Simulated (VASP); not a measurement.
# Ge in VASP: relaxation of cell and atoms with revPBE+D3(BJ)

Aim: the relaxation of cell and atoms of Ge with revPBE+D3(BJ).

Program: VASP 6.6.1. These are calculated values, not measurements. Logs are shortened: lines on timing, memory, paths and dates and some standing lists are left out, and cuts for length are marked.

**1. Starting point**

The cell holds a sheet with vacuum, 2 atoms: a = 4.030 Å, b = 4.030 Å, c = 16.680 Å, α = 90.00°, β = 90.00°, γ = 120.00°.

The cell was built by a generator and needn't be a form met in nature.

**2. Relaxation of cell and atoms, revPBE+D3(BJ)**

Input file INCAR:

```
PREC = Accurate
ENCUT = 600
EDIFF = 1E-6
ISMEAR = 0
SIGMA = 0.03
LREAL = False
LASPH = True
NELM = 120
ALGO = Normal
ISIF = 3
LWAVE = False
LCHARG = False
GGA = RE
IVDW = 12
IBRION = 2
NSW = 40
EDIFFG = -0.005
LATTICE_CONSTRAINTS = .TRUE. .TRUE. .FALSE.
KPAR = 2
```

Input file KPOINTS:

```
Automatic mesh
0
Gamma
  12 12 1
```

Input file POSCAR:

```
Ge
1.0
    4.0300000000      0.0000000000      0.0000000000
   -2.0150000000      3.4900823800      0.0000000000
    0.0000000000      0.0000000000     16.6800000000
Ge
2
Direct
    0.3333330000      0.6666670000      0.4796163100
    0.6666670000      0.3333330000      0.5203836900
```

Potentials or basis: VASP PAW PBE potentials, release 64 (Ge_d).

On the command line:

```
$ cat potpaw_PBE.64/Ge_d/POTCAR > POTCAR
$ mpirun -np 2 vasp_std > vasp.out
```

OUTCAR:

```text
PREC = Accurate
   ENCUT = 600
   EDIFF = 1E-6
   ISMEAR = 0
   LREAL = False
   LASPH = True
   NELM = 120
   ISIF = 3
   GGA = RE
   IVDW = 12
   IBRION = 2
   NSW = 40
   EDIFFG = -0.005
 IVDW          = 12

 ion  position               nearest neighbor table
   1  0.333  0.667  0.480-   2 2.42   2 2.42   2 2.42
   2  0.667  0.333  0.520-   1 2.42   1 2.42   1 2.42

  LATTYP: Found a hexagonal cell.
 ALAT       =     4.0300000000
 C/A-ratio  =     4.1389578164

  Lattice vectors:

 A1 = (   4.0300000000,   0.0000000000,   0.0000000000)
 A2 = (  -2.0150000000,   3.4900823800,   0.0000000000)
 A3 = (   0.0000000000,   0.0000000000,  16.6800000000)

Analysis of symmetry for initial positions (statically):
=====================================================================
 Subroutine PRICEL returns:
 Original cell was already a primitive cell.

 Routine SETGRP: Setting up the symmetry group for a
 hexagonal supercell.

 Subroutine GETGRP returns: Found 12 space group operations
 (whereof 12 operations were pure point group operations)
 out of a pool of 24 trial point group operations.

The static configuration has the point symmetry D_3d.

Analysis of symmetry for dynamics (positions and initial velocities):
=====================================================================
 Subroutine PRICEL returns:
 Original cell was already a primitive cell.

 Routine SETGRP: Setting up the symmetry group for a
 hexagonal supercell.

 Subroutine GETGRP returns: Found 12 space group operations
 (whereof 12 operations were pure point group operations)
 out of a pool of 24 trial point group operations.

The dynamic configuration has the point symmetry D_3d.

 Subroutine INISYM returns: Found 12 space group operations
 (whereof 12 operations are pure point group operations),
 and found     1 'primitive' translations

----------------------------------------------------------------------------------------

                                     Primitive cell

  volume of cell :     234.6047

  direct lattice vectors                    reciprocal lattice vectors
     4.030000000  0.000000000  0.000000000     0.248138958  0.143263094  0.000000000
    -2.015000000  3.490082380  0.000000000     0.000000000  0.286526188  0.000000000
     0.000000000  0.000000000 16.680000000     0.000000000  0.000000000  0.059952038

  length of vectors
     4.030000000  4.030000002 16.680000000     0.286526188  0.286526188  0.059952038

  position of ions in fractional coordinates (direct lattice)
     0.333333000  0.666667000  0.479616310
     0.666667000  0.333333000  0.520383690

  ion indices of the primitive-cell ions
   primitive index   ion index
                 1           1
                 2           2

----------------------------------------------------------------------------------------

 KPOINTS: Automatic mesh

Automatic generation of k-mesh.
 Grid dimensions read from file:
 generate k-points for:   12   12    1

 Generating k-lattice:

  Cartesian coordinates                     Fractional coordinates (reciprocal lattice)
     0.020678246  0.011938591  0.000000000     0.083333333 -0.000000000  0.000000000
     0.000000000  0.023877182  0.000000000     0.000000000  0.083333333  0.000000000
     0.000000000  0.000000000  0.059952038     0.000000000  0.000000000  1.000000000

  Length of vectors
     0.023877182  0.023877182  0.059952038

  Shift w.r.t. Gamma in fractional coordinates (k-lattice)
     0.000000000  0.000000000  0.000000000

 Subroutine IBZKPT returns following result:
 ===========================================

 Found     19 irreducible k-points:

 Following reciprocal coordinates:
            Coordinates               Weight
  0.000000  0.000000  0.000000      1.000000
  0.083333 -0.000000  0.000000      6.000000
  0.166667 -0.000000  0.000000      6.000000
  0.250000  0.000000  0.000000      6.000000
  0.333333  0.000000  0.000000      6.000000
  0.416667 -0.000000  0.000000      6.000000
[... 11 lines left out ...]
  0.333333  0.250000  0.000000     12.000000
  0.333333  0.333333  0.000000      2.000000
   k-points           NKPTS =     19   k-points in BZ     NKDIM =     19   number of bands    NBANDS=     18
   number of dos      NEDOS =    301   number of ions     NIONS =      2
   total plane-waves  NPLWV = 143360
   dimension x,y,z NGX =    32 NGY =   32 NGZ =  140
   dimension x,y,z NGXF=    64 NGYF=   64 NGZF=  280
   ions per type =               2
   NGX,Y,Z   is equivalent  to a cutoff of  13.20, 13.20, 13.95 a.u.
   NGXF,Y,Z  is equivalent  to a cutoff of  26.40, 26.40, 27.91 a.u.
 SYSTEM =  unknown system
   PREC   = accura    normal or accurate (medium, high low for compatibility)
   ISTART =      0    job   : 0-new  1-cont  2-samecut
   ICHARG =      2    charge: 1-file 2-atom 10-const
   ISPIN  =      1    spin polarized calculation?
   LNONCOLLINEAR =      F non collinear calculations
   LSORBIT =      F    spin-orbit coupling
   LASPH  =      T    aspherical Exc in radial PAW
   ENCUT  =  600.0 eV  44.10 Ry    6.64 a.u.   8.05  8.05 33.31*2*pi/ulx,y,z
   NELM   =    120;   NELMIN=  2; NELMDL= -5     # of ELM steps
   EDIFF  = 0.1E-05   stopping-criterion for ELM
   LREAL  =      F    real-space projection
   EDIFFG = -.5E-02   stopping-criterion for IOM
   NSW    =     40    number of steps for IOM
   IBRION =      2    ionic relax: 0-MD 1-quasi-New 2-CG
   NFREE  =      1    steps in history (QN), initial steepest desc. (CG)
   ISIF   =      3    stress and relaxation
   ISYM   =      2    0-nonsym 1-usesym 2-fastsym
   POTIM  = 0.5000    time-step for ionic-motion
   TEBEG  =    0.0;   TEEND  =   0.0 temperature during run
   PSTRESS=    0.0 pullay stress
   NELECT =      28.0000    total number of electrons
   NUPDOWN=      -1.0000    fix difference up-down
   EMIN   =  10.00;   EMAX   =-10.00  energy-range for DOS
   EFERMI =   0.00;   METHOD = LEGACY
   ISMEAR =     0;   SIGMA  =   0.03  broadening in eV -4-tet -1-fermi 0-gaus
   EFERMI_NEDOS =   21; number of points for ismear=-14 and -15
   IALGO  =     38    algorithm
   IMIX   =      4    mixing-type and parameters
     AMIX     =   0.40;   BMIX     =  1.00
     AMIX_MAG =   1.60;   BMIX_MAG =  1.00
  volume/ion in A,a.u.               =     117.30       791.60
  Fermi-wavevector in a.u.,A,eV,Ry     =   0.806025  1.523167  8.839386  0.649677
  Thomas-Fermi vector in A             =   1.914380
   LORBIT       =      0    0 simple, 1 ext, 2 COOP (PROOUT), +10 PAW based schemes
   GGA     = RE    functional components
   LHFCALC =     F    Hartree Fock is set to
   AEXX    =    0.0000 exact exchange contribution
   IVDW    =    12    specifies the selected vdW correction
   LEPSILON=     F    determine dielectric tensor
   LRPA    =     F    only Hartree local field effects (RPA)
 conjugate gradient relaxation of ions
 non-spin polarized calculation
 Gauss-broadening in eV      SIGMA  =   0.03
  energy-cutoff  :      600.00
  volume of cell :      234.60
 maximum number of plane-waves:      7854
   NGX = 17   NGY = 17   NGZ = 67

--------------------------------------- Ionic step        1  -------------------------------------------

 number of electron      27.9999993 magnetization

 Free energy of the ion-electron system (eV)
  ---------------------------------------------------
  ext. energy  EPLUGINS =         0.00000000
  ---------------------------------------------------
  free energy    TOTEN  =        -7.62285288 eV

  energy without entropy =       -7.62238273  energy(sigma->0) =       -7.62261780

------------------------ aborting loop because EDIFF is reached ----------------------------------------

 Edisp (eV)   -0.61104

 E8    (eV) :    -0.4481

  FORCE on cell =-STRESS in cart. coord.  units (eV):
  Direction    XX          YY          ZZ          XY          YZ          ZX
  --------------------------------------------------------------------------------------
  -------------------------------------------------------------------------------------
  Total      -0.03723    -0.03723     0.03672    -0.00000     0.00000     0.00000
  in kB      -0.25426    -0.25426     0.25077    -0.00000     0.00000     0.00000
  external pressure =       -0.09 kB  Pullay stress =        0.00 kB

 VOLUME and BASIS-vectors are now :
 -----------------------------------------------------------------------------
  energy-cutoff  :      600.00
  volume of cell :      234.60
      direct lattice vectors                 reciprocal lattice vectors
     4.030000000  0.000000000  0.000000000     0.248138958  0.143263094  0.000000000
    -2.015000000  3.490082380  0.000000000     0.000000000  0.286526188  0.000000000
     0.000000000  0.000000000 16.680000000     0.000000000  0.000000000  0.059952038
[... 81 lines left out ...]
 POSITION                                       TOTAL-FORCE (eV/Angst)
 -----------------------------------------------------------------------------------
     -0.00000      2.32425      7.99620         0.000000     -0.000000     -0.041796
      2.01286      1.16212      8.68380        -0.000000      0.000000      0.041796
 -----------------------------------------------------------------------------------
    total drift:                                0.000000      0.000000      0.000000

  FREE ENERGIE OF THE ION-ELECTRON SYSTEM (eV)
  ---------------------------------------------------
  free  energy   TOTEN  =        -8.2343431235 eV

  energy  without entropy=       -8.2338729657  energy(sigma->0) =       -8.23410804

[... ionic steps 4 to 10 ...]

--------------------------------------- Ionic step       11  -------------------------------------------

 number of electron      27.9999988 magnetization

------------------------ aborting loop because EDIFF is reached ----------------------------------------

 Edisp (eV)   -0.61206

 E8    (eV) :    -0.4489

  FORCE on cell =-STRESS in cart. coord.  units (eV):
  Direction    XX          YY          ZZ          XY          YZ          ZX
  --------------------------------------------------------------------------------------
  -------------------------------------------------------------------------------------
  Total      -0.06197    -0.06197    -0.03628     0.00000    -0.00000    -0.00000
  in kB      -0.42394    -0.42394    -0.24823     0.00000    -0.00000    -0.00000
  external pressure =       -0.37 kB  Pullay stress =        0.00 kB
[... 50 lines left out ...]
 POSITION                                       TOTAL-FORCE (eV/Angst)
 -----------------------------------------------------------------------------------
     -0.00000      2.32429      7.99087        -0.000000      0.000000     -0.005010
      2.01290      1.16215      8.68913         0.000000      0.000000      0.005010
 -----------------------------------------------------------------------------------
    total drift:                                0.000000      0.000000      0.000000

  FREE ENERGIE OF THE ION-ELECTRON SYSTEM (eV)
  ---------------------------------------------------
  free  energy   TOTEN  =        -8.2345934299 eV

  energy  without entropy=       -8.2341232721  energy(sigma->0) =       -8.23435835

--------------------------------------- Ionic step       13  -------------------------------------------

 number of electron      27.9999988 magnetization

 Free energy of the ion-electron system (eV)
  ---------------------------------------------------
  ext. energy  EPLUGINS =         0.00000000
  ---------------------------------------------------
  free energy    TOTEN  =        -7.62234415 eV

  energy without entropy =       -7.62187399  energy(sigma->0) =       -7.62210907

 E-fermi :  -2.6125     XC(G=0):  -2.7280

 val. band max:       -2.6124892988   @ k =   0.3333   0.3333   0.0000
 cond. band min:      -2.6124604191   @ k =   0.3333   0.3333   0.0000
 fundamental gap:      0.0000288796
 Fermi energy:        -2.6124748590

 k-point     1 :       0.0000    0.0000    0.0000
  band No.  band energies     occupation
      1     -27.1192      2.00000
      2     -27.1192      2.00000
      3     -27.0691      2.00000
      4     -27.0691      2.00000
      5     -27.0673      2.00000
      6     -27.0049      2.00000
[... 10 lines left out ...]
     17       1.3162      0.00000
     18       1.3163      0.00000
[... 402 lines left out ...]
 POSITION                                       TOTAL-FORCE (eV/Angst)
 -----------------------------------------------------------------------------------
     -0.00000      2.32435      7.99082         0.000000      0.000000     -0.001475
      2.01294      1.16217      8.68918        -0.000000      0.000000      0.001475
 -----------------------------------------------------------------------------------
    total drift:                                0.000000      0.000000      0.000000

  FREE ENERGIE OF THE ION-ELECTRON SYSTEM (eV)
  ---------------------------------------------------
  free  energy   TOTEN  =        -8.2345932958 eV

  energy  without entropy=       -8.2341231379  energy(sigma->0) =       -8.23435822

 reached required accuracy - stopping structural energy minimisation
```

Run time: 8.1 min. Hardware: 2 MPI ranks of Intel Xeon Platinum 8375C at 2.90GHz (Ice Lake), shared host; peak memory 0.42 GiB.

Results:

```
Free energy                            : -8.2346 eV
Relaxed volume                         : 117.06 Å³/atom
Relaxed cell                           : a = 4.026 Å, b = 4.026 Å, c = 16.680 Å, α = 90.00°, β = 90.00°, γ = 120.00°
Space group after relaxing (to 0.05 Å) : P-3m1 (No. 164)
Energy gained by relaxing              : 0.3 meV/atom
Ionic steps                            : 13
Band gap on the k mesh                 : none (metal or under the smearing width)
Dispersion energy per atom             : -0.306 eV
```

The path:
| step | energy change (eV) | largest force (eV/Å) | pressure (GPa) | volume (Å³) |
| --- | --- | --- | --- | --- |
| 1 | 0.0000 | 0.0665 | -0.01 | 234.60 |
| 2 | -0.0004 | 0.0455 | 0.06 | 234.18 |
| 3 | -0.0004 | 0.0418 | 0.01 | 234.11 |
| 4 | -0.0005 | 0.0342 | 0.03 | 233.95 |
| 5 | -0.0006 | 0.0192 | 0.08 | 233.65 |
| 6 | -0.0006 | 0.0310 | 0.00 | 233.78 |
| 7 | -0.0006 | 0.0230 | 0.02 | 233.70 |
| 8 | -0.0006 | 0.0218 | 0.04 | 233.68 |
| 9 | -0.0007 | 0.0078 | -0.03 | 234.35 |
| 10 | -0.0007 | 0.0097 | 0.04 | 234.04 |
| 11 | -0.0007 | 0.0030 | -0.04 | 234.19 |
| 12 | -0.0007 | 0.0050 | 0.00 | 234.12 |
| 13 | -0.0007 | 0.0015 | 0.00 | 234.13 |

Final structure:
```yaml
crystal:
  lattice:
    - [4.02588, 0.00000, 0.00000]
    - [-2.01294, 3.48652, 0.00000]
    - [0.00000, 0.00000, 16.68000]
  atoms:
    - { symbol: Ge, position: [0.33333, 0.66667, 0.47907] }
    - { symbol: Ge, position: [0.66667, 0.33333, 0.52093] }
```

Levels at points of the mesh, in eV from the Fermi level:
```
           k point  band 10  band 11  band 12  band 13  band 14  band 15  band 16  band 17  band 18
(0.00, 0.00, 0.00)   -24.24   -11.25    -3.52    -0.41    -0.41     0.68     2.30     3.93     3.93
(0.50, 0.00, 0.00)   -24.18    -9.20    -7.35    -1.95    -1.16     0.70     1.75     5.48     6.34
```

Caveat: the PAW data sets were made with another functional, which shifts forces and pressure a little.
